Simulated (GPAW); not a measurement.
A run of GPAW 26.7.0 is set up as follows.

Contents of run.py:

```python
from ase import Atoms
from ase.dft.bandgap import bandgap
from ase.io import write
from ase.units import GPa
from gpaw import GPAW, PW

atoms = Atoms(['Te', 'Cd'],
              cell=[[0.0, 3.205, 3.205],
                    [3.205, 0.0, 3.205],
                    [3.205, 3.205, 0.0]],
              scaled_positions=[[0.75, 0.75, 0.75],
                                [0.0, 0.0, 0.0]],
              pbc=True)

calc = GPAW(mode=PW(450),
            xc='PBE',
            kpts={'size': (6, 6, 6), 'gamma': True},
            occupations={'name': 'fermi-dirac', 'width': 0.05},
            nbands=18,
            maxiter=120,
            txt='gpaw.txt')
atoms.calc = calc
energy = atoms.get_potential_energy()
forces = atoms.get_forces()
stress = atoms.get_stress()
calc.write('gs.gpw')
write('result.traj', atoms)
print(f'Energy: {energy:.6f} eV')
print('Forces (eV/A):')
print(forces.round(4))
print('Stress (GPa):', (stress / GPa).round(3))
print('Fermi level:', round(calc.get_fermi_level(), 4), 'eV')
print(f'Gap: {bandgap(calc)[0]:.4f} eV, direct: {bandgap(calc, direct=True)[0]:.4f} eV')
```

Potentials or basis: GPAW PAW data sets (gpaw-data 1.2.1), pw.

The run is started by

```console
$ OMP_NUM_THREADS=1 python run.py
```

Task: What does it give for the pressure?

Result: 3.2 GPa.

Task: What does it give for the band gap on the k mesh?

Result: 0.87 eV, direct.

Caveat: the cutoff is short for stress and forces, so pressures can be off by a GPa or more; spin-orbit coupling is left out, which moves the levels of the heavy elements.

**Experimental background.**

A printed reference work, data compilation reports, for a bulk crystal of CdTe at 0 K: band gap 1.607 eV.

A measured gap of CdTe is 1.607 eV (0 K; a printed reference work, data compilation); the calculated 0.87 eV misses it by -0.74 eV. Spin-orbit coupling on Cd, Te is left out. The value is that of PBE, without temperature or zero-point motion. Semilocal functionals fall short of measured gaps as a rule.
